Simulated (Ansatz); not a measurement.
Here is an Ansatz 0.2.0 calculation.

File input.yaml:

```yaml
crystal:
  lattice:
    - [3.635035, -2.39502, 0.0]
    - [3.635035, 2.39502, 0.0]
    - [0.0, 0.0, 9.79344]
  atoms:
    - { symbol: I, position: [0.6493, 0.3507, 0.3844] }
    - { symbol: I, position: [0.1493, 0.8507, 0.1156] }
    - { symbol: I, position: [0.3507, 0.6493, 0.6156] }
    - { symbol: I, position: [0.8507, 0.1493, 0.8844] }
kpoints:
  mp_grid: { grid: [7, 7, 3] }
  band_path:
    path:
      - [0.0, 0.0, 0.0]
      - [0.3585278261, -0.3585278261, 0.0]
      - [0.0, -0.5, 0.0]
      - [0.0, -0.5, -0.5]
      - [0.3585278261, -0.3585278261, -0.5]
      - [0.0, 0.0, -0.5]
      - [0.0, 0.0, 0.0]
      - [-0.5, -0.5, 0.0]
    npoints: 6
scf:
  occupations: { method: fermi_dirac, width: 0.05 }
hamiltonian:
  xc: lda
  pseudopotentials: { kind: all_electron, lapw: { basis_error: 0.002 } }
output:
  forces: true
  stress: true
  eigenvalues: true
```

Potentials or basis: all-electron LAPW, scalar-relativistic.

The run is started by

```bash
$ ansatz run input.yaml --threads 2 --pin off --max-ram 8192MiB --backend cpu --events-out ev --progress --plain --runs-dir out
```

Q: Estimate the largest force.

A: 0.724 eV/Å.

Q: Estimate the pressure.

A: -0.9 GPa.

Q: What does it give for the band gap on the k mesh?

A: 1.24 eV, indirect (least direct gap 1.32 eV).

Q: Predict the band gap along the path.

A: 1.22 eV, indirect (least direct gap 1.32 eV).

Levels at the corners of the path, in eV from the valence-band top:
```tsv
point	band 47	band 48	band 49	band 50	band 51	band 52	band 53	band 54
Γ	-1.14	-0.57	-0.08	-0.02	1.31	2.16	4.98	5.11
X	-1.57	-1.01	-0.68	-0.24	1.61	1.84	6.08	6.27
S	-1.27	-1.27	-0.43	-0.43	2.20	2.20	5.25	5.25
R	-0.75	-0.75	0.00	0.00	1.59	1.59	5.61	5.61
A	-0.82	-0.82	-0.61	-0.61	1.68	1.68	6.66	6.66
Z	-1.05	-1.05	-0.04	-0.04	1.54	1.54	5.47	5.47
Γ	-1.14	-0.57	-0.08	-0.02	1.31	2.16	4.98	5.11
Y	-1.87	-1.39	-0.74	-0.29	1.22	1.77	4.99	5.73
```

Caveat: spin-orbit coupling is left out, which moves the levels of the heavy elements. As with any semilocal functional, this LDA gap is likely too small.
